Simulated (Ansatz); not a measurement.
Bi2Se3 (Paraguanajuatite):

```
CELL_PARAMETERS angstrom
2.07150 1.19598 9.54533
-2.07150 1.19598 9.54533
0.00000 -2.39196 9.54533
ATOMIC_POSITIONS crystal
Bi 0.59920 0.59920 0.59920
Bi 0.40080 0.40080 0.40080
Se 0.78830 0.78830 0.78830
Se 0.21170 0.21170 0.21170
Se 0.00000 0.00000 0.00000
```

| Quantity | Value |
| --- | --- |
| Program | Ansatz 0.2.0 |
| Task | single point |
| Functional | PBEsol |
| Potentials or basis | Ansatz PAW |
| Cutoff | 420 eV (not typed: the program's choice for these potentials) |
| k mesh | 8 × 8 × 8 |
| Occupations | fermi-dirac, width 0.05 eV |
| Spin | no spin polarisation |

On this cell: pressure -0.3 GPa; largest force 0.154 eV/Å; band gap on the k mesh 0.14 eV, direct.

The same run follows on a disturbed copy (atoms moved at random, drawn with an rms of 0.05 Å):

```
Bi Se
1.0
     2.07150    1.19598    9.54533
    -2.07150    1.19598    9.54533
     0.00000   -2.39196    9.54533
Bi Se
2 3
Direct
  0.59792 0.59798 0.59907
  0.40222 0.39696 0.39972
  0.79837 0.79320 0.77654
  0.21449 0.20833 0.21334
  0.99871 0.00463 0.99892
```

Problem. What does the disturbed cell give?

Solution. The energy moves by +4.0 meV/atom; pressure -0.5 GPa; largest force 0.393 eV/Å; band gap on the k mesh 0.27 eV, direct.

Forces on the atoms (eV/Å):
```
Bi   0.038 -0.029  0.390
Bi  -0.017  0.094  0.281
Se  -0.023 -0.151 -0.264
Se  -0.069  0.052 -0.230
Se   0.071  0.034 -0.179
```

Stress tensor (GPa, compression positive):
```
-0.25 -0.02  0.05
-0.02 -0.61 -0.39
 0.05 -0.39 -0.53
```

Caveats: spin-orbit coupling is left out, which as a rule narrows the gap of such compounds by several tenths of an eV; the PAW data sets come from PBE, with cores solved anew for the run's functional, which leaves a small shift of forces and pressure.

A k mesh can miss the band edges.
